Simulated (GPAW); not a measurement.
Runs of GPAW 26.7.0 on CuAu3. Symmetry: Pm-3m, No. 221, cubic system. Conventional cell: a = 3.980 Å, b = 3.980 Å, c = 3.980 Å, α = 90.00°, β = 90.00°, γ = 90.00°. Around Au (site symmetry 4/mmm) lie 8 Au at 2.81 Å and 4 Cu at 2.81 Å. Around Cu (site symmetry m-3m) lie 12 Au at 2.81 Å. 

```tsv
level	gap on the mesh (eV)	pressure (GPa)	relaxed volume (Å³/atom)
PBEsol+D3(BJ)+ATM	none	0.1	15.53
PBEsol	none	0.0	(a)
PBEsol+D4	none	0.0	15.63
PBEsol+D3(BJ)	none	0.2	(b)
PBEsol+D3	none	0.1	15.51
```

Alike in all rows: task relaxation of cell and atoms; potentials or basis PAW data sets generated in the run's folder for this functional, pw; no spin polarisation; cell relaxed; k mesh 7 × 7 × 7; cutoff (eV) 600; smearing fermi-dirac 0.05 eV.

Problem. Estimate the missing entries.

Solution. (a) 15.92; (b) 15.38.

Caveats: with these Cu and Au data sets, volumes or pressures lay over 1.5 % or 2 GPa off other programs in two to four cells of ten; later steps reuse the first step's grids; pairwise dispersion overbinds metals, which lowers pressure and volume (some runs).

A k mesh can miss the band edges, and the runs leave out spin-orbit coupling on Au.

A gap of «none» marks a metal or a gap under the smearing width.
